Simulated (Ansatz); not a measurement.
**CdS (F-43m): how the settings move a single-point run**

Question: which choices in the input matter for CdS (F-43m)?

The COD entry's cell or inner coordinates are ideal or old and differ from later refinements, so a difference from it is no clean test against experiment.

Computed with Ansatz 0.2.0 (reference: DFT r2SCAN, scalar-relativistic, plane waves, PAW, unless a step's input says otherwise).

**1. The system as given**

Symmetry: F-43m, No. 216, cubic system. Conventional cell: a = 5.878 Å, b = 5.878 Å, c = 5.878 Å, α = 90.00°, β = 90.00°, γ = 90.00°. Cd (site symmetry -43m) has 4 S at 2.55 Å as nearest neighbours. Around S (site symmetry -43m) lie 4 Cd at 2.55 Å.

Structure file:

```cif
data_structure
_symmetry_space_group_name_H-M 'F-43m'
_symmetry_Int_Tables_number 216
_cell_length_a 5.8778
_cell_length_b 5.8778
_cell_length_c 5.8778
_cell_angle_alpha 90.000
_cell_angle_beta 90.000
_cell_angle_gamma 90.000
_cell_volume 203.07
loop_
_atom_site_label
_atom_site_type_symbol
_atom_site_symmetry_multiplicity
_atom_site_Wyckoff_symbol
_atom_site_fract_x
_atom_site_fract_y
_atom_site_fract_z
_atom_site_occupancy
Cd1 Cd 4 a 0.00000 0.00000 0.00000 1
S1 S 4 c 0.25000 0.25000 0.25000 1
```

**2. Reference**

File input.yaml:

```yaml
crystal:
  lattice:
    - [0.0, 2.9389154368, 2.9389154368]
    - [2.9389154368, 0.0, 2.9389154368]
    - [2.9389154368, 2.9389154368, 0.0]
  atoms:
    - { symbol: Cd, position: [0.0, 0.0, 0.0] }
    - { symbol: S, position: [0.75, 0.75, 0.75] }
basis:
  ecutwfc: 500
  ecutrho_ratio: 4
kpoints:
  mp_grid: { grid: [8, 8, 8] }
hamiltonian:
  xc: r2scan
scf:
  occupations: { method: gaussian, width: 0.05 }
output:
  forces: true
  stress: true
  eigenvalues: true
```

Run with:

```bash
ansatz run input.yaml --threads 4 --pin off --max-ram 7168MiB --backend cpu --events-out ev --progress --plain --runs-dir out
```

From the output:

```text
[...]
Basis set: ecut = 500 eV, 1243 PW (Γ), exchange–correlation on 128×128×128 points (64 copies of the dense FFT grid, shifted against one another)
[...]
k-points: 29 of 512 (time reversal used)
[...]
SCF iter   1: F=—  HF=-9175.598897 eV  |F-HF|=—  |Δ(HF+E_count)|=         —  Δρ=5.96e-3  dr2=9.54e-3  dr2_τ=1.59e-2  ethr=1.77e-3  ⟨swp⟩=5.7  Hψ=2457  notcnv=0
preconditioner: auto → none  [insulator: Δε(μ)=1.518 eV  Ē_g=12.994 eV  σ=0.050 eV  W_gap=1.00  n_scr=14 (ndim 8)  ℏωp=22.1 eV  f_vac=0.140  D(μ)=0.00/eV (n_scr^D=0)  ε∞_Penn≈3.9]
SCF iter   2: F=—  HF=-9175.609477 eV  |F-HF|=—  |Δ(HF+E_count)|=   1.06e-2  Δρ=3.05e-3  dr2=2.02e-3  dr2_τ=4.35e-4  ethr=3.67e-5  ⟨swp⟩=2.6  Hψ=1145  notcnv=0
[...]
SCF iter   5: F=—  HF=-9175.610291 eV  |F-HF|=—  |Δ(HF+E_count)|=   1.52e-5  Δρ=1.36e-5  dr2=4.56e-8  dr2_τ=1.44e-8  ethr=2.91e-9  ⟨swp⟩=2.0  Hψ=754  notcnv=0
SCF iter   6: F=-9175.610291 eV  HF=-9175.610291 eV  |F-HF|=9.64e-11  |Δ(HF+E_count)|=   7.03e-8  Δρ=1.49e-6  dr2=1.06e-9  dr2_τ=8.96e-11  ethr=1.75e-10  ⟨swp⟩=2.2  Hψ=1833  notcnv=0
[...]
SCF converged after 6 iterations
Free energy (F): -9175.610291 eV
[...]
E sigma→0 (E₀):  -9175.610291 eV
Fermi energy:    7.093912 eV
[...]
  P = ⅓ Tr σ = 0.0005 GPa (0.005 kbar)
[...]
```

Wall time 1.3 s (4 threads of Arm Neoverse V2, shared host); peak memory 0.43 GiB.

**3. Changed: occupations.method fermi_dirac, occupations.width 0.001**

input.yaml: that of step 2 with these lines changed.

```diff
@@ -16,3 +16,3 @@
 scf:
-  occupations: { method: gaussian, width: 0.05 }
+  occupations: { method: fermi_dirac, width: 0.001 }
 output:
@@ -20,2 +20 @@
   stress: true
-  eigenvalues: true
```

Run with:

```bash
ansatz run input.yaml --threads 4 --pin off --max-ram 7168MiB --backend cpu --events-out ev --progress --plain --runs-dir out
```

Log, shortened:

```text
Warning: RAYON_NUM_THREADS=4 ignored (pool sized by the plan → 4); use --threads N
[...]
Pseudopotentials: kind: paw
Pseudopotential: Cd, paw, valence charge 20, recommended cutoff 500 eV (meta_gga), Cd.paw.azcp
Pseudopotential: S, paw, valence charge 6, recommended cutoff 500 eV (meta_gga), S.paw.azcp
Functional definition: r2SCAN
[...]
Crystal: 2 atoms, lattice volume = 50.768 Å³
Basis set: ecut = 500 eV, 1243 PW (Γ), exchange–correlation on 128×128×128 points (64 copies of the dense FFT grid, shifted against one another)
Bands: 17, of which v1, the nominal top of the filled ones, is band 13 counted from 1 (12 counted from 0)
Symmetry: 24 space group operations
Space group: F-43m (ITA 216), of the structure as read, at distance tolerance 3.7e-5 Å
k-points: 29 of 512 (time reversal used)
[...]
SCF iter   1: F=—  HF=-9175.598897 eV  |F-HF|=—  |Δ(HF+E_count)|=         —  Δρ=5.96e-3  dr2=9.54e-3  dr2_τ=1.59e-2  ethr=1.77e-3  ⟨swp⟩=5.9  Hψ=2584  notcnv=0
[...]
SCF iter   6: F=-9175.610291 eV  HF=-9175.610291 eV  |F-HF|=2.22e-10  |Δ(HF+E_count)|=   6.99e-8  Δρ=1.05e-6  dr2=4.82e-10  dr2_τ=6.26e-11  ethr=1.73e-10  ⟨swp⟩=2.0  Hψ=1740  notcnv=0
[...]
SCF converged after 6 iterations
Free energy (F): -9175.610291 eV
[...]
E sigma→0 (E₀):  -9175.610291 eV
Fermi energy:    7.093579 eV
[...]
--- Forces (eV/Å), atoms counted from 1 ---
  atom   1  Cd    -0.00000000     0.00000000     0.00000000
  atom   2  S      0.00000000    -0.00000000     0.00000000
[...]
--- Stress (GPa, compression-positive) ---
        0.000474       0.000000      -0.000000
        0.000000       0.000474       0.000000
       -0.000000       0.000000       0.000474
  P = ⅓ Tr σ = 0.0005 GPa (0.005 kbar)
```

Run time: 1.4 s. Hardware: 4 threads of Arm Neoverse V2, shared host; peak memory 0.44 GiB.

The changed input (smearing) leaves the energy the same to the digits printed.

**4. Changed: dr2_threshold 1.0e-09**

input.yaml: that of step 2 with these lines changed.

```diff
@@ -17,2 +17,3 @@
   occupations: { method: gaussian, width: 0.05 }
+  convergence: { dr2_threshold: 1.0e-09 }
 output:
@@ -20,2 +21 @@
   stress: true
-  eigenvalues: true
```

Run with:

```bash
ansatz run input.yaml --threads 4 --pin off --max-ram 7168MiB --backend cpu --events-out ev --progress --plain --runs-dir out
```

Log, shortened:

```text
Warning: output.stress: scf.convergence.dr2_threshold = 1e-9 eV is looser than the 2e-10 eV advised for a printed stress (1e-10 eV for each atom of the cell: 2). What an SCF threshold leaves in a stress goes as its square root, and in the free energy as the threshold itself, and one [...]
Warning: RAYON_NUM_THREADS=4 ignored (pool sized by the plan → 4); use --threads N
[...]
[... 4 set-up lines as earlier in the session ...]
[...]
Crystal: 2 atoms, lattice volume = 50.768 Å³
Basis set: ecut = 500 eV, 1243 PW (Γ), exchange–correlation on 128×128×128 points (64 copies of the dense FFT grid, shifted against one another)
Bands: 17, of which v1, the nominal top of the filled ones, is band 13 counted from 1 (12 counted from 0)
[... 2 set-up lines as earlier in the session ...]
k-points: 29 of 512 (time reversal used)
[...]
SCF iter   1: F=—  HF=-9175.598897 eV  |F-HF|=—  |Δ(HF+E_count)|=         —  Δρ=5.96e-3  dr2=9.54e-3  dr2_τ=1.59e-2  ethr=1.77e-3  ⟨swp⟩=5.7  Hψ=2457  notcnv=0
[...]
SCF iter   7: F=-9175.610291 eV  HF=-9175.610291 eV  |F-HF|=2.91e-11  |Δ(HF+E_count)|=  2.93e-10  Δρ=4.44e-7  dr2=8.01e-11  dr2_τ=6.63e-12  ethr=3.85e-12  ⟨swp⟩=4.0  Hψ=1624  notcnv=0
[...]
SCF converged after 7 iterations
Free energy (F): -9175.610291 eV
[...]
E sigma→0 (E₀):  -9175.610291 eV
Fermi energy:    7.093932 eV
[...]
--- Forces (eV/Å), atoms counted from 1 ---
  atom   1  Cd    -0.00000000     0.00000000     0.00000000
  atom   2  S      0.00000000    -0.00000000    -0.00000000
[...]
--- Stress (GPa, compression-positive) ---
        0.000420       0.000000      -0.000000
        0.000000       0.000420       0.000000
       -0.000000       0.000000       0.000420
  P = ⅓ Tr σ = 0.0004 GPa (0.004 kbar)
```

Run time: 1.4 s. Hardware: 4 threads of Arm Neoverse V2, shared host; peak memory 0.43 GiB.

The changed convergence setting doesn't alter the result here (within 0.5 meV/atom). Cost: 7 SCF cycles against 6.

**5. Changed: mixing.algorithm msr1, mixing.beta 0.7**

input.yaml: that of step 2 with these lines changed.

```diff
@@ -17,2 +17,3 @@
   occupations: { method: gaussian, width: 0.05 }
+  mixing: { algorithm: msr1, beta: 0.7 }
 output:
@@ -20,2 +21 @@
   stress: true
-  eigenvalues: true
```

Run with:

```bash
ansatz run input.yaml --threads 4 --pin off --max-ram 7168MiB --backend cpu --events-out ev --progress --plain --runs-dir out
```

Log, shortened:

```text
Warning: RAYON_NUM_THREADS=4 ignored (pool sized by the plan → 4); use --threads N
[...]
[... 4 set-up lines as earlier in the session ...]
[...]
Crystal: 2 atoms, lattice volume = 50.768 Å³
Basis set: ecut = 500 eV, 1243 PW (Γ), exchange–correlation on 128×128×128 points (64 copies of the dense FFT grid, shifted against one another)
Bands: 17, of which v1, the nominal top of the filled ones, is band 13 counted from 1 (12 counted from 0)
[... 2 set-up lines as earlier in the session ...]
k-points: 29 of 512 (time reversal used)
[...]
SCF iter   1: F=—  HF=-9175.598897 eV  |F-HF|=—  |Δ(HF+E_count)|=         —  Δρ=5.96e-3  dr2=9.54e-3  dr2_τ=1.59e-2  ethr=1.77e-3  ⟨swp⟩=5.7  Hψ=2457  notcnv=0
[...]
SCF iter   6: F=-9175.610291 eV  HF=-9175.610291 eV  |F-HF|=5.99e-9  |Δ(HF+E_count)|=   1.35e-8  Δρ=5.67e-6  dr2=1.18e-8  dr2_τ=5.89e-10  ethr=3.85e-10  ⟨swp⟩=4.8  Hψ=1657  notcnv=0
[...]
SCF converged after 6 iterations
Free energy (F): -9175.610291 eV
[...]
E sigma→0 (E₀):  -9175.610291 eV
Fermi energy:    7.093887 eV
[...]
--- Forces (eV/Å), atoms counted from 1 ---
  atom   1  Cd    -0.00000000     0.00000000     0.00000000
  atom   2  S      0.00000000    -0.00000000     0.00000000
[...]
--- Stress (GPa, compression-positive) ---
        0.000591       0.000000      -0.000000
        0.000000       0.000591       0.000000
       -0.000000       0.000000       0.000591
  P = ⅓ Tr σ = 0.0006 GPa (0.006 kbar)
```

It took 1.3 s on 4 threads of Arm Neoverse V2, shared host; peak memory 0.44 GiB.

Energy and cycle count are those of the reference, so the change (mixing) left the result and the number of cycles as they were.

**6. Variant: mixing.algorithm broyden, mixing.beta 0.05, mixing.ndim 2**

input.yaml: that of step 2 with these lines changed.

```diff
@@ -17,2 +17,3 @@
   occupations: { method: gaussian, width: 0.05 }
+  mixing: { algorithm: broyden, beta: 0.05, ndim: 2 }
 output:
@@ -20,2 +21 @@
   stress: true
-  eigenvalues: true
```

Run with:

```bash
ansatz run input.yaml --threads 4 --pin off --max-ram 7168MiB --backend cpu --events-out ev --progress --plain --runs-dir out
```

Log, shortened:

```text
Warning: RAYON_NUM_THREADS=4 ignored (pool sized by the plan → 4); use --threads N
[...]
[... 4 set-up lines as earlier in the session ...]
[...]
Crystal: 2 atoms, lattice volume = 50.768 Å³
Basis set: ecut = 500 eV, 1243 PW (Γ), exchange–correlation on 128×128×128 points (64 copies of the dense FFT grid, shifted against one another)
Bands: 17, of which v1, the nominal top of the filled ones, is band 13 counted from 1 (12 counted from 0)
[... 2 set-up lines as earlier in the session ...]
k-points: 29 of 512 (time reversal used)
[...]
SCF iter   1: F=—  HF=-9175.598897 eV  |F-HF|=—  |Δ(HF+E_count)|=         —  Δρ=5.96e-3  dr2=9.54e-3  dr2_τ=1.59e-2  ethr=1.77e-3  ⟨swp⟩=5.7  Hψ=2457  notcnv=0
[...]
SCF iter  16: F=-9175.610291 eV  HF=-9175.610291 eV  |F-HF|=1.39e-8  |Δ(HF+E_count)|=   1.34e-9  Δρ=9.95e-6  dr2=4.28e-8  dr2_τ=1.42e-9  ethr=3.85e-10  ⟨swp⟩=4.0  Hψ=1624  notcnv=0
[...]
SCF converged after 16 iterations
Stability not checked: this state was not tested for a lower state beside it, because the mixer in use, unlike msr1, does not test its closes by its own steps (another_mixer; see scf.mixing.algorithm and scf.lower_state_search)
Free energy (F): -9175.610291 eV
[...]
E sigma→0 (E₀):  -9175.610291 eV
Fermi energy:    7.093992 eV
[...]
--- Forces (eV/Å), atoms counted from 1 ---
  atom   1  Cd    -0.00000000    -0.00000000     0.00000000
  atom   2  S      0.00000000    -0.00000000    -0.00000000
[...]
--- Stress (GPa, compression-positive) ---
        0.000102       0.000000      -0.000000
        0.000000       0.000102       0.000000
       -0.000000       0.000000       0.000102
  P = ⅓ Tr σ = 0.0001 GPa (0.001 kbar)
```

Run time: 2 s. Hardware: 4 threads of Arm Neoverse V2, shared host; peak memory 0.43 GiB.

The changed mixing doesn't alter the result here (within 0.5 meV/atom). Cost: 16 SCF cycles against 6, 2 s against 1.3 s.

**7. All runs together**

```csv
run,ending,energy change,pressure (GPa),gap (eV),force (eV/Å),cycles,time
reference,converged,0,0.0,1.54,0.00,6,1.3 s
"1: occupations.method fermi_dirac, occupations.width 0.001",converged,0.0 meV/atom (σ→0),0.0,1.54,0.00,6,1.4 s
2: dr2_threshold 1.0e-09,converged,0.0 meV/atom,0.0,1.54,0.00,7,1.4 s
"3: mixing.algorithm msr1, mixing.beta 0.7",converged,0.0 meV/atom,0.0,1.54,0.00,6,1.3 s
"4: mixing.algorithm broyden, mixing.beta 0.05, mixing.ndim 2",converged,0.0 meV/atom,0.0,1.54,0.00,16,2 s
```

Residual by cycle in the longest SCF loop of each run; runs are numbered as in the table. The quantity is the density residual dr2, in eV.

```csv
cycle,reference,run 1,run 2,run 3,run 4
1,0.00954,0.00954,0.00954,0.00954,0.00954
2,0.00202,0.00202,0.00202,0.00289,0.00865
4,7.6e-7,7.7e-7,7.6e-7,4.2e-5,0.00105
5,4.6e-8,4.5e-8,4.6e-8,6.6e-7,9.5e-4
6,1.1e-9,4.8e-10,1.0e-9,1.2e-8,5.6e-5
8,-,-,-,-,2.9e-5
9,-,-,-,-,1.5e-5
11,-,-,-,-,5.1e-6
12,-,-,-,-,4.2e-6
13,-,-,-,-,3.1e-6
15,-,-,-,-,1.5e-7
16,-,-,-,-,4.3e-8
```

Of the converged runs whose energies compare with the reference's, none moves it noticeably.

The gaps are Kohn-Sham values of a semilocal functional, not quasiparticle or optical gaps. Such gaps usually fall short of the measured ones.
